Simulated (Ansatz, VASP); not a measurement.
# Cross-check of BaTiO3 between VASP and Ansatz, part 2 of 2

One calculation is typed for both programs; each brings its own data sets and cutoff. How far apart do they land? The cell is taken from a series of VASP runs on this material, whose earlier steps may have relaxed, scaled or displaced it; both programs get it as it stands.

VASP 6.6.1 and Ansatz 0.2.0.

So far: Starting point; VASP: relaxation of cell and atoms, PBEsol.

### 3. Ansatz: relaxation of cell and atoms, PBEsol

Level of this step: Ansatz beside VASP: Kohn-Sham DFT, plane waves, PBEsol (Ansatz).

Ansatz runs on its default PAW (the set named soft_2) files.

The same cell, functional, mesh and smearing now go to Ansatz, which takes its cutoff from its data sets.

input.yaml reads:

```yaml
crystal:
  lattice:
    - [3.9597927502, 0.0, 0.0]
    - [0.0, 3.9597927502, 0.0]
    - [0.0, 0.0, 4.03502009]
  atoms:
    - { symbol: Ba, position: [0.0, 0.0, 0.001719969] }
    - { symbol: Ti, position: [0.5, 0.5, 0.5158441835] }
    - { symbol: O, position: [0.5, 0.5, 0.9745672885] }
    - { symbol: O, position: [0.5, 0.0, 0.4839342795] }
    - { symbol: O, position: [0.0, 0.5, 0.4839342795] }
hamiltonian:
  xc: pbesol
  pseudopotentials: { kind: paw }
kpoints:
  mp_grid: { grid: [7, 7, 7] }
scf:
  occupations: { method: gaussian, width: 0.02 }
relax:
  f_tol: 0.01
  max_steps: 60
  cell: { stress_tol: 0.05 }
output:
  forces: true
  stress: true
```

Launch:

```sh
> ansatz run input.yaml --threads 4 --pin off --max-ram 9216MiB --backend cpu --events-out ev --progress --plain --runs-dir out
```

Numbers of over 12 decimals in the logs are rounded to 6 here.

Output:

```text
Engine: ansatz 0.2.0, aarch64-unknown-linux-gnu
Pseudopotentials: kind: paw
Pseudopotential: Ba, paw, valence charge 10, recommended cutoff 420 eV (normal), Ba.paw.azcp
Pseudopotential: Ti, paw, valence charge 12, recommended cutoff 420 eV (normal), Ti.paw.azcp
Pseudopotential: O, paw, valence charge 6, recommended cutoff 420 eV (normal), O.paw.azcp
Functional definition: PBEsol
  exchange = pbesol_x
  correlation = pbesol_c
Crystal: 5 atoms, lattice volume = 63.269 Å³
Basis set: ecut = 420 eV, 1229 PW (Γ), exchange–correlation on 54×54×54 points (8 copies of the dense FFT grid, shifted against one another)
Bands: 25, of which v1, the nominal top of the filled ones, is band 20 counted from 1 (19 counted from 0)
Symmetry: 8 space group operations
Space group: P4mm (ITA 99), of the structure as read, at distance tolerance 4.0e-5 Å
k-points: 40 of 343 (time reversal used)
Non-local potential: Ba, projectors of the file, l = 0: 3, l = 1: 2, l = 2: 2, l = 3: 2
Non-local potential: Ti, projectors of the file, l = 0: 3, l = 1: 2, l = 2: 3, l = 3: 1
Non-local potential: O, projectors of the file, l = 0: 2, l = 1: 2, l = 2: 1
PAW form: soft (Blöchl's): semilocal exchange-correlation on the pseudo side does not see the compensation charge
PAW frozen core: Ba, regenerated for the run's functional, and the local potential with it (the file was generated under x = pbe(κ = 0.804, μ = 0.219515), c = pbe(β = 0.066725))
PAW frozen core: Ti, regenerated for the run's functional, and the local potential with it (the file was generated under x = pbe(κ = 0.804, μ = 0.219515), c = pbe(β = 0.066725))
PAW frozen core: O, regenerated for the run's functional, and the local potential with it (the file was generated under x = pbe(κ = 0.804, μ = 0.219515), c = pbe(β = 0.066725))
PAW one-centre angular grid: Ba, 194 points (default); XC on 64 Gauss nodes
PAW one-centre angular grid: Ti, 590 points (default); XC on 64 Gauss nodes
PAW one-centre angular grid: O, 110 points (default); XC on 64 Gauss nodes
Initial density: superposition of atomic densities (neutral atoms: chi_scale 0, normalization atom), corrected by the library's trained network
Initial wavefunctions: pseudopotential atomic-orbital guess
Functional: x = pbesol(κ = 0.804, μ = 0.123457), c = pbesol(β = 0.046)
SCF iter   1: F=—  HF=-10027.512532 eV  |F-HF|=—  |Δ(HF+E_count)|=         —  Δρ=1.70e-2  dr2=1.57e-1  ethr=1.77e-3  ⟨swp⟩=6.4  Hψ=5097  notcnv=0
preconditioner: auto → Resta (q_TF=auto, 2.528 Å⁻¹)  ε∞=5.8  [insulator: Δε(μ)=1.753 eV  Ē_g=12.035 eV  σ=0.020 eV  W_gap=1.00  n_scr=18 (ndim 8)  ℏωp=26.4 eV  f_vac=0.000  D(μ)=0.00/eV (n_scr^D=0)  ε∞_Penn≈5.8]
SCF iter   2: F=—  HF=-10027.480199 eV  |F-HF|=—  |Δ(HF+E_count)|=   3.23e-2  Δρ=4.38e-3  dr2=1.44e-2  ethr=3.93e-4  ⟨swp⟩=2.4  Hψ=1834  notcnv=0  defer=40
SCF iter   3: F=—  HF=-10027.478529 eV  |F-HF|=—  |Δ(HF+E_count)|=   1.67e-3  Δρ=1.46e-3  dr2=1.61e-3  ethr=3.60e-5  ⟨swp⟩=2.0  Hψ=1506  notcnv=0  defer=40
SCF iter   4: F=—  HF=-10027.478319 eV  |F-HF|=—  |Δ(HF+E_count)|=   2.09e-4  Δρ=1.68e-4  dr2=1.55e-5  ethr=4.04e-6  ⟨swp⟩=2.0  Hψ=1742  notcnv=0  defer=40
SCF iter   5: F=—  HF=-10027.478020 eV  |F-HF|=—  |Δ(HF+E_count)|=   2.99e-4  Δρ=3.07e-5  dr2=6.12e-7  ethr=3.87e-8  ⟨swp⟩=2.0  Hψ=1749  notcnv=0  defer=40
SCF iter   6: F=-10027.478020 eV  HF=-10027.478020 eV  |F-HF|=5.54e-9  |Δ(HF+E_count)|=   5.51e-8  Δρ=8.11e-6  dr2=2.58e-8  ethr=2.50e-10  ⟨swp⟩=5.5  Hψ=4182  notcnv=0
SCF 1 converged in 6 iterations: F = -10027.478020 eV  dr2 = 2.58e-8
  greatest PAW one-centre occupation: 0.999 electrons in one spin orbital (limit 2), on the Ti atom at site 1 (counted from 0), in its partial waves of l = 0
relax step   1: F+E_penalty+E_count = -10027.47802012 eV  Δ(F+E_penalty+E_count) = +0.000e0 eV  max|allowed force component| = 6.089e-2 eV/Å  Δτ_max = 0.0000 Å  P = -0.313 GPa  Ω = 63.269 Å³  (6 SCF iters, dr2 threshold 1.00e-7 eV, accepted)
[... from here on, the SCF cycles and remarks between the steps are left out ...]
relax step   2: F+E_penalty+E_count = -10027.47854843 eV  Δ(F+E_penalty+E_count) = -5.283e-4 eV  max|allowed force component| = 4.206e-2 eV/Å  Δτ_max = 0.0019 Å  P = +0.003 GPa  Ω = 63.164 Å³  energy of the carried Pulay correction = +3.927e-4 eV  (6 SCF iters, dr2 threshold 2.92e-7 eV, accepted)
relax step   3: F+E_penalty+E_count = -10027.47860303 eV  Δ(F+E_penalty+E_count) = -5.460e-5 eV  max|allowed force component| = 4.063e-2 eV/Å  Δτ_max = 0.0017 Å  P = +0.048 GPa  Ω = 63.161 Å³  energy of the carried Pulay correction = +4.052e-4 eV  (6 SCF iters, dr2 threshold 1.11e-7 eV, accepted)
relax step   4: F+E_penalty+E_count = -10027.47859780 eV  Δ(F+E_penalty+E_count) = +5.230e-6 eV  max|allowed force component| = 3.660e-2 eV/Å  Δτ_max = 0.0011 Å  P = +0.045 GPa  Ω = 63.176 Å³  energy of the carried Pulay correction = +3.501e-4 eV  (6 SCF iters, dr2 threshold 1.03e-7 eV, accepted)
relax step   5: F+E_penalty+E_count = -10027.47844941 eV  Δ(F+E_penalty+E_count) = +1.484e-4 eV  max|allowed force component| = 9.987e-3 eV/Å  Δτ_max = 0.0061 Å  P = +0.008 GPa  Ω = 63.258 Å³  energy of the carried Pulay correction = +4.014e-5 eV  (6 SCF iters, dr2 threshold 8.37e-8 eV, accepted)
relax step   6: F+E_penalty+E_count = -10027.47844160 eV  Δ(F+E_penalty+E_count) = +7.806e-6 eV  max|allowed force component| = 3.872e-3 eV/Å  Δτ_max = 0.0003 Å  P = -0.003 GPa  Ω = 63.262 Å³  energy of the carried Pulay correction = +2.707e-5 eV  (6 SCF iters, dr2 threshold 1.84e-8 eV, accepted)
relax step   7: F+E_penalty+E_count = -10027.47843697 eV  Δ(F+E_penalty+E_count) = +4.632e-6 eV  max|allowed force component| = 1.231e-3 eV/Å  Δτ_max = 0.0002 Å  P = +0.001 GPa  Ω = 63.264 Å³  energy of the carried Pulay correction = +1.794e-5 eV  (6 SCF iters, dr2 threshold 6.88e-9 eV, accepted)
relax step   8: F+E_penalty+E_count = -10027.47855829 eV  Δ(F+E_penalty+E_count) = -1.213e-4 eV  max|allowed force component| = 1.217e-3 eV/Å  Δτ_max = 0.0000 Å  P = +0.001 GPa  Ω = 63.264 Å³  stress off target by 2.46e-2 GPa  SCF on the basis re-selected at this cell (its energy is not comparable with the rows above)  (9 SCF iters)
basis re-selected at this cell: Δ(F+E_penalty+E_count) = -1.213e-4 eV, ΔP = +0.000 GPa vs the last step (what re-selecting the basis moved, of the pressure what is left beyond the Pulay correction that the steps carried, after the strain that the cell walked since its last selection, with what the two solves' SCF thresholds leave and, on support functions, any second-order correction that the steps lacked; it is no measure of the basis error at this ecutwfc). The dense FFT grid was sized anew with the basis: this SCF ran on 27×27×30 points, the steps before it on 27×27×27, so part of this shift can come from that change (see relax.cell in the input reference). [rest of the remark cut]
SCF converged after 9 iterations
Free energy (F): -10027.478558 eV
Harris-Foulkes:  -10027.478558 eV  (|F-HF|=3.64e-12)
Internal energy: -10027.478558 eV  (E = F + TS)
E sigma→0 (E₀):  -10027.478558 eV
Fermi energy:    11.324045 eV
--- Per-component energies (eV) ---
  E_band       = -135.528951
  E_kinetic    = 969.311473
  E_local      = -2088.430192  (includes V_loc(G=0)·N_el)
  E_nonlocal   = 207.212228
  E_hartree    = 814.988641
  E_xc         = -486.620897
  E_vxc        = -543.588533  (∫ρ·V_xc dr)
  E_paw        = -6617.073165  (= ΣΔE_a)
  E_vpaw       = -310.018658  (= ΣTr[D̂ρ^β])
  E_aug_tail   = 0.007448  (compensation charges beyond the density's cutoff)
  E_ewald      = -2827.270777
  E_core_change = 0.396681  (= ΣΔE_core)
  E_smearing   = -0.000000  (= −TS)
  E_closure    = 0.000000  (closes the sum)
  Σ components = -10027.478558   (vs F -10027.478558, Δ=0.00e0)
--- Forces (eV/Å), atoms counted from 1 ---
  atom   1  Ba    -0.00000000    -0.00000000    -0.00012885
  atom   2  Ti     0.00000000    -0.00000000    -0.00009684
  atom   3  O      0.00000000    -0.00000000     0.00121689
  atom   4  O     -0.00000000     0.00000000    -0.00049603
  atom   5  O      0.00000000    -0.00000000    -0.00049603
  max |Σ_I F_I| component: 8.51e-7 eV/Å
--- Stress (GPa, compression-positive) ---
       -0.011385       0.000000       0.000000
        0.000000      -0.011385       0.000000
       -0.000000       0.000000       0.024596
  P = ⅓ Tr σ = 0.0006 GPa (0.006 kbar)
--- Relaxed structure (7 steps of the walk, 7 accepted, 1 SCFs on fresh bases) ---
  F+E_penalty+E_count = -10027.47855829 eV   max|allowed force component| = 1.217e-3 eV/Å   (the final SCF, on the basis selected at the relaxed cell)
  cell:  # Å, volume = 63.2642 Å³
    - [3.955848, 0.0, 0]
    - [0.0, 3.955848, 0.0]
    - [0, 0.0, 4.042766]
  atoms:
    - { symbol: Ba, position: [0, 0.0, 0.00245623] }
    - { symbol: Ti, position: [0.5, 0.5, 0.517620] }
    - { symbol: O, position: [0.5, 0.5, 0.972878] }
    - { symbol: O, position: [0.5, 0.0, 0.483523] }
    - { symbol: O, position: [0, 0.5, 0.483523] }
```

The job ended after 24 s (4 threads of Arm Neoverse N1, shared host; peak memory 0.45 GiB).

### 4. Comparison

Known differences besides the potentials themselves: both relaxations stop at a tolerance, which leaves soft axes loose, and VASP keeps its plane-wave basis; the cutoff is 420 eV in Ansatz and 520 eV in VASP; Ansatz makes its cores anew for this functional, VASP keeps those of its PBE data sets; Ansatz adds a Pulay correction to the stress that steers its cell, VASP none. Total energies have different zeros and are not compared.

Both answers:

| quantity | Ansatz | VASP | difference |
| --- | --- | --- | --- |
| volume (Å³) | 63.26 | 63.27 | -0.01 % |
| edge a after relaxation, in the typed setting (Å) | 3.956 | 3.960 | -0.10 % |
| edge c after relaxation, in the typed setting (Å) | 4.043 | 4.035 | +0.19 % |

The walks stopped with 0.00 GPa left in Ansatz and 0.00 GPa in VASP; each walk ends within a tolerance, so the volume difference is uncertain by about these residues over the bulk modulus, most in soft cells.

### 5. Results

| Property | Result |
| --- | --- |
| difference in edge c after relaxation, in the typed setting (relaxation of cell and atoms, PBEsol) | 0.19 % |

**Reading.** The difference in edge c after relaxation, in the typed setting is 0.19 % (relaxation of cell and atoms, PBEsol), within the 1.2 % picked in this series as the mark of a large difference, as far as the stopping tolerances let one tell. How closely two codes agree says nothing of how well the functional describes the real material.

[Lines on the potential files, build, host, timing and source positions are cut from VASP's logs without a mark.]

[Logs are printed without paths, hosts, clocks, repeated set-up lines and the standing remarks that a program may print on its own settings, such as how far it seeks lower states.]

[Hosts, paths, dates, database ids (printed as entryN), source tags and the programs' standing remarks are cut or masked in the printed files.]
